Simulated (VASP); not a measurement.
# SiC (Fm-3m) in VASP: a series of runs

Runs on SiC. Level: PBEsol. Tasks: single point, relaxation of cell and atoms.

Everything below comes from runs of VASP 6.6.1. Logs are shortened: lines on timing, memory, paths and dates and some standing lists are left out, and cuts for length are marked.

### Step 1. The crystal as given

It takes space group Fm-3m (No. 225, cubic). Conventional cell: a = 4.057 Å, b = 4.057 Å, c = 4.057 Å, α = 90.00°, β = 90.00°, γ = 90.00°. Around Si (site symmetry m-3m) lie 6 C at 2.03 Å. C (site symmetry m-3m) has 6 Si at 2.03 Å as nearest neighbours.

The cell was built by a generator and needn't be a form met in nature.

### Step 2. Single point, PBEsol (relaxed again under DFT PBEsol, scalar-relativistic, plane waves, PAW)

Contents of INCAR:

```
SYSTEM = SiC
PREC = Accurate
ENCUT = 520
EDIFF = 1E-6
ISMEAR = 0
SIGMA = 0.1
LREAL = .False.
LASPH = .True.
NELM = 60
ALGO = Fast
ISIF = 2
LWAVE = .False.
LCHARG = .False.
GGA = PS
NBANDS = 11
```

Contents of KPOINTS:

```
Automatic mesh
0
Gamma
  18 18 18
  0 0 0
```

Contents of POSCAR:

```
SiC
1.0
    0.0000000000      2.0171779565      2.0171779565
    2.0171779565      0.0000000000      2.0171779565
    2.0171779565      2.0171779565      0.0000000000
Si C
1 1
Direct
    0.0000000000      0.0000000000      0.0000000000
    0.5000000000      0.5000000000      0.5000000000
```

Potentials or basis: VASP PAW PBE potentials, release 64 (Si, C).

Started as:

```console
> cat potpaw_PBE.64/Si/POTCAR potpaw_PBE.64/C/POTCAR > POTCAR
> mpirun -np 1 vasp_std > vasp.out
```

OUTCAR:

```text
SYSTEM = SiC
   PREC = Accurate
   ENCUT = 520
   EDIFF = 1E-6
   ISMEAR = 0
   LREAL = .False.
   LASPH = .True.
   NELM = 60
   ISIF = 2
   GGA = PS

 ion  position               nearest neighbor table
   1  0.000  0.000  0.000-   2 2.02   2 2.02   2 2.02   2 2.02   2 2.02   2 2.02
   2  0.500  0.500  0.500-   1 2.02   1 2.02   1 2.02   1 2.02   1 2.02   1 2.02

  LATTYP: Found a face centered cubic cell.
 ALAT       =     4.0343559130

  Lattice vectors:

 A1 = (   0.0000000000,   2.0171779565,   2.0171779565)
 A2 = (   2.0171779565,   0.0000000000,   2.0171779565)
 A3 = (   2.0171779565,   2.0171779565,   0.0000000000)

Analysis of symmetry for initial positions (statically):
=====================================================================
 Subroutine PRICEL returns:
 Original cell was already a primitive cell.

 Routine SETGRP: Setting up the symmetry group for a
 face centered cubic supercell.

 Subroutine GETGRP returns: Found 48 space group operations
 (whereof 48 operations were pure point group operations)
 out of a pool of 48 trial point group operations.

The static configuration has the point symmetry O_h .

Analysis of symmetry for dynamics (positions and initial velocities):
=====================================================================
 Subroutine PRICEL returns:
 Original cell was already a primitive cell.

 Routine SETGRP: Setting up the symmetry group for a
 face centered cubic supercell.

 Subroutine GETGRP returns: Found 48 space group operations
 (whereof 48 operations were pure point group operations)
 out of a pool of 48 trial point group operations.

The dynamic configuration has the point symmetry O_h .

 Subroutine INISYM returns: Found 48 space group operations
 (whereof 48 operations are pure point group operations),
 and found     1 'primitive' translations

----------------------------------------------------------------------------------------

                                     Primitive cell

  volume of cell :      16.4158

  direct lattice vectors                    reciprocal lattice vectors
     0.000000000  2.017177956  2.017177956    -0.247871041  0.247871041  0.247871041
     2.017177956  0.000000000  2.017177956     0.247871041 -0.247871041  0.247871041
     2.017177956  2.017177956  0.000000000     0.247871041  0.247871041 -0.247871041

  length of vectors
     2.852720424  2.852720424  2.852720424     0.429325237  0.429325237  0.429325237

  position of ions in fractional coordinates (direct lattice)
     0.000000000  0.000000000  0.000000000
     0.500000000  0.500000000  0.500000000

  ion indices of the primitive-cell ions
   primitive index   ion index
                 1           1
                 2           2

----------------------------------------------------------------------------------------

 KPOINTS: Automatic mesh

Automatic generation of k-mesh.
 Grid dimensions read from file:
 generate k-points for:   18   18   18

 Generating k-lattice:

  Cartesian coordinates                     Fractional coordinates (reciprocal lattice)
    -0.013770613  0.013770613  0.013770613     0.055555556  0.000000000  0.000000000
     0.013770613 -0.013770613  0.013770613     0.000000000  0.055555556  0.000000000
     0.013770613  0.013770613 -0.013770613     0.000000000  0.000000000  0.055555556

  Length of vectors
     0.023851402  0.023851402  0.023851402

  Shift w.r.t. Gamma in fractional coordinates (k-lattice)
     0.000000000  0.000000000  0.000000000

 Subroutine IBZKPT returns following result:
 ===========================================

 Found    195 irreducible k-points:

 Following reciprocal coordinates:
            Coordinates               Weight
  0.000000  0.000000  0.000000      1.000000
  0.055556  0.000000  0.000000      8.000000
  0.111111  0.000000  0.000000      8.000000
  0.166667  0.000000  0.000000      8.000000
  0.222222  0.000000  0.000000      8.000000
  0.277778  0.000000  0.000000      8.000000
[... 16 lines left out ...]
 -0.277778  0.055556  0.000000     24.000000
 -0.222222  0.055556  0.000000     24.000000
 [... further k-points ...]
   k-points           NKPTS =    195   k-points in BZ     NKDIM =    195   number of bands    NBANDS=     11
   number of dos      NEDOS =    301   number of ions     NIONS =      2
   total plane-waves  NPLWV =  13824
   dimension x,y,z NGX =    24 NGY =   24 NGZ =   24
   dimension x,y,z NGXF=    48 NGYF=   48 NGZF=   48
   ions per type =               1   1
   NGX,Y,Z   is equivalent  to a cutoff of  13.99, 13.99, 13.99 a.u.
   NGXF,Y,Z  is equivalent  to a cutoff of  27.97, 27.97, 27.97 a.u.
 SYSTEM =  SiC
   PREC   = accura    normal or accurate (medium, high low for compatibility)
   ISTART =      0    job   : 0-new  1-cont  2-samecut
   ICHARG =      2    charge: 1-file 2-atom 10-const
   ISPIN  =      1    spin polarized calculation?
   LNONCOLLINEAR =      F non collinear calculations
   LSORBIT =      F    spin-orbit coupling
   LASPH  =      T    aspherical Exc in radial PAW
   ENCUT  =  520.0 eV  38.22 Ry    6.18 a.u.   5.30  5.30  5.30*2*pi/ulx,y,z
   NELM   =     60;   NELMIN=  2; NELMDL= -5     # of ELM steps
   EDIFF  = 0.1E-05   stopping-criterion for ELM
   LREAL  =      F    real-space projection
   EDIFFG = 0.1E-04   stopping-criterion for IOM
   NSW    =      0    number of steps for IOM
   IBRION =     -1    ionic relax: 0-MD 1-quasi-New 2-CG
   NFREE  =      0    steps in history (QN), initial steepest desc. (CG)
   ISIF   =      2    stress and relaxation
   ISYM   =      2    0-nonsym 1-usesym 2-fastsym
   POTIM  = 0.5000    time-step for ionic-motion
   TEBEG  =    0.0;   TEEND  =   0.0 temperature during run
   PSTRESS=    0.0 pullay stress
   NELECT =       8.0000    total number of electrons
   NUPDOWN=      -1.0000    fix difference up-down
   EMIN   =  10.00;   EMAX   =-10.00  energy-range for DOS
   EFERMI =   0.00;   METHOD = LEGACY
   ISMEAR =     0;   SIGMA  =   0.10  broadening in eV -4-tet -1-fermi 0-gaus
   EFERMI_NEDOS =   21; number of points for ismear=-14 and -15
   IALGO  =     68    algorithm
   IMIX   =      4    mixing-type and parameters
     AMIX     =   0.40;   BMIX     =  1.00
     AMIX_MAG =   1.60;   BMIX_MAG =  1.00
  volume/ion in A,a.u.               =       8.21        55.39
  Fermi-wavevector in a.u.,A,eV,Ry     =   1.288301  2.434536 22.581848  1.659719
  Thomas-Fermi vector in A             =   2.420263
   LORBIT       =      0    0 simple, 1 ext, 2 COOP (PROOUT), +10 PAW based schemes
   GGA     = PS    functional components
   LHFCALC =     F    Hartree Fock is set to
   AEXX    =    0.0000 exact exchange contribution
   IVDW    =     0    specifies the selected vdW correction
   LEPSILON=     F    determine dielectric tensor
   LRPA    =     F    only Hartree local field effects (RPA)
 non-spin polarized calculation
 RMM-DIIS sequential band-by-band and
 Gauss-broadening in eV      SIGMA  =   0.10
  energy-cutoff  :      520.00
  volume of cell :       16.42
 maximum number of plane-waves:       459
 NGX is ok and might be reduce to    24
   NGX = 11   NGY = 11   NGZ = 11

 number of electron       8.0000000 magnetization

 Free energy of the ion-electron system (eV)
  ---------------------------------------------------
  ext. energy  EPLUGINS =         0.00000000
  ---------------------------------------------------
  free energy    TOTEN  =       -14.60304509 eV

  energy without entropy =      -14.60160505  energy(sigma->0) =      -14.60232507

 E-fermi :  12.4636     XC(G=0): -12.8364

 val. band max:       12.4584200232   @ k =   0.5000   0.4444   0.0556
 cond. band min:      12.4807083714   @ k =   0.0556   0.0000   0.0000
 fundamental gap:      0.0222883481
 Fermi energy:        12.4635669135

 k-point     1 :       0.0000    0.0000    0.0000
  band No.  band energies     occupation
      1      -6.0846      2.00000
      2      12.5305      0.34410
      3      12.5305      0.34410
      4      12.5305      0.34410
      5      20.2280      0.00000
      6      21.3901      0.00000
      7      21.3901      0.00000
      8      21.3901      0.00000
      9      25.3158      0.00000
     10      25.3158      0.00000
     11      25.3158      0.00000

 k-point     2 :       0.0556    0.0000    0.0000
  band No.  band energies     occupation
      1      -6.0089      2.00000
      2      12.0979      2.00000
      3      12.4807      0.80846
      4      12.4807      0.80845
      5      20.3608      0.00000
      6      21.2819      0.00000
      7      21.5273      0.00000
      8      21.5273      0.00000
      9      24.3219      0.00000
     10      24.3219      0.00000
     11      25.2577      0.00000

 k-point     3 :       0.1111    0.0000    0.0000
  band No.  band energies     occupation
      1      -5.7821      2.00000
      2      10.9802      2.00000
      3      12.3460      1.90367
      4      12.3460      1.90367
      5      20.2187      0.00000
      6      21.5722      0.00000
      7      21.7587      0.00000
      8      21.7587      0.00000
      9      23.2710      0.00000
     10      23.2710      0.00000
     11      25.0327      0.00000
[... 267 lines left out ...]
 k-point    23 :      -0.2778    0.0556    0.0000
  band No.  band energies     occupation
      1      -3.8927      2.00000
      2       5.6632      2.00000
      3      10.9729      2.00000
      4      12.0329      2.00000
      5      18.8195      0.00000
      6      19.1395      0.00000
      7      19.2917      0.00000
      8      23.4073      0.00000
      9      24.9167      0.00000
     10      25.2681      0.00000
     11      27.4163      0.00000

 k-point    24 :      -0.2222    0.0556    0.0000
  band No.  band energies     occupation
      1      -4.6074      2.00000
      2       7.3219      2.00000
      3      11.1362      2.00000
      4      12.2492      1.99756
      5      19.4519      0.00000
      6      19.5357      0.00000
      7      20.1254      0.00000
      8      22.9849      0.00000
      9      23.9750      0.00000
     10      24.7459      0.00000
     11      26.1713      0.00000

 [... further k-points ...]

------------------------ aborting loop because EDIFF is reached ----------------------------------------

  FORCE on cell =-STRESS in cart. coord.  units (eV):
  Direction    XX          YY          ZZ          XY          YZ          ZX
  --------------------------------------------------------------------------------------
  -------------------------------------------------------------------------------------
  Total        0.0585720      0.0585720      0.0585720      0.0000000     -0.0000000      0.0000000
  in kB        5.7166020      5.7166020      5.7166020      0.0000000     -0.0000000      0.0000000
  external PRESSURE =       5.7166020 kB  Pullay stress =       0.0000000 kB

 VOLUME and BASIS-vectors are now :
 -----------------------------------------------------------------------------
  energy-cutoff  :      520.00
  volume of cell :       16.42
      direct lattice vectors                 reciprocal lattice vectors
     0.000000000  2.017177956  2.017177956    -0.247871041  0.247871041  0.247871041
     2.017177956  0.000000000  2.017177956     0.247871041 -0.247871041  0.247871041
     2.017177956  2.017177956  0.000000000     0.247871041  0.247871041 -0.247871041

 POSITION                                       TOTAL-FORCE (eV/Angst)
 -----------------------------------------------------------------------------------
      0.00000      0.00000      0.00000        -0.000000     -0.000000     -0.000000
      2.01718      2.01718      2.01718         0.000000      0.000000      0.000000
 -----------------------------------------------------------------------------------
    total drift:                               -0.000000     -0.000000      0.000000

  FREE ENERGIE OF THE ION-ELECTRON SYSTEM (eV)
  ---------------------------------------------------
  free  energy   TOTEN  =       -14.6030450856 eV

  energy  without entropy=      -14.6016050538  energy(sigma->0) =      -14.60232507
```

Run time: 18 s. Hardware: 1 thread of Intel Xeon Platinum 8488C (Sapphire Rapids), shared host; peak memory 0.15 GiB.

What came out:

| Item | Value |
| --- | --- |
| Free energy | -14.6030 eV |
| Pressure | 0.6 GPa |
| Band gap on the k mesh | none (metal or under the smearing width) |

Caveat: the PAW data sets were made with another functional, which shifts forces and pressure a little.

### Step 3. Relaxation of cell and atoms, PBEsol

Contents of INCAR:

```
  ALGO = Fast
  EDIFF = 1E-6
  EDIFFG = -0.005
  ENCUT = 600
  GGA = PS
  IBRION = 2
  ISIF = 3
  ISMEAR = 0
  LASPH = T
  LCHARG = F
  LREAL = F
  LWAVE = F
  NELM = 60
  NSW = 70
  PREC = Accurate
  SIGMA = 0.1
```

Contents of KPOINTS:

```
k-points
0
Gamma
  18 18 18
```

Contents of POSCAR:

```
SiC
1.0
    0.0000000000      2.0286567181      2.0286567181
    2.0286567181      0.0000000000      2.0286567181
    2.0286567181      2.0286567181      0.0000000000
Si C
1 1
Direct
    0.0000000000      0.0000000000      0.0000000000
    0.5000000000      0.5000000000      0.5000000000
```

Potentials or basis: VASP PAW PBE potentials, release 64 (Si, C).

Started as:

```console
> cat potpaw_PBE.64/Si/POTCAR potpaw_PBE.64/C/POTCAR > POTCAR
> mpirun -np 1 vasp_std > vasp.out
```

Wall time 26 s (1 thread of Intel Xeon Platinum 8488C (Sapphire Rapids), shared host); peak memory 0.16 GiB.

It converged, with:

| Quantity | Value |
| --- | --- |
| Free energy | -14.6046 eV |
| Relaxed volume | 8.22 Å³/atom |
| Relaxed cell | a = 2.854 Å, b = 2.854 Å, c = 2.854 Å, α = 60.00°, β = 60.00°, γ = 60.00° |
| Space group after relaxing (to 0.05 Å) | Fm-3m (No. 225) |
| Energy gained by relaxing | 1.6 meV/atom |
| Ionic steps | 3 |
| Pressure after relaxing | 0.0 GPa |
| Band gap on the k mesh | none (metal or under the smearing width) |

The path:
| step | energy change (eV) | largest force (eV/Å) | pressure (GPa) | volume (Å³) |
| --- | --- | --- | --- | --- |
| 1 | 0.0000 | 0.0000 | -3.87 | 16.70 |
| 2 | -0.0006 | 0.0000 | 3.64 | 16.22 |
| 3 | -0.0031 | 0.0000 | -0.01 | 16.44 |

Final structure:
```
Si C
1.0
     0.00000    2.01821    2.01821
     2.01821    0.00000    2.01821
     2.01821    2.01821    0.00000
Si C
1 1
Cartesian
  0.0000 0.0000 0.0000
  2.0182 2.0182 2.0182
```

Levels at points of the mesh, in eV from the Fermi level:
```csv
k point,band 1,band 2,band 3,band 4,band 5,band 6,band 7,band 8
"(0.00, 0.00, 0.00)",-18.53,0.07,0.07,0.07,7.74,8.93,8.93,8.93
"(0.50, 0.00, 0.00)",-13.29,-11.60,-1.02,-1.02,5.32,5.32,5.98,9.72
"(0.50, 0.50, 0.00)",-11.48,-9.88,-4.30,-4.30,-0.81,2.43,14.99,15.03
```

Caveat: the PAW data sets were made with another functional, which shifts forces and pressure a little.
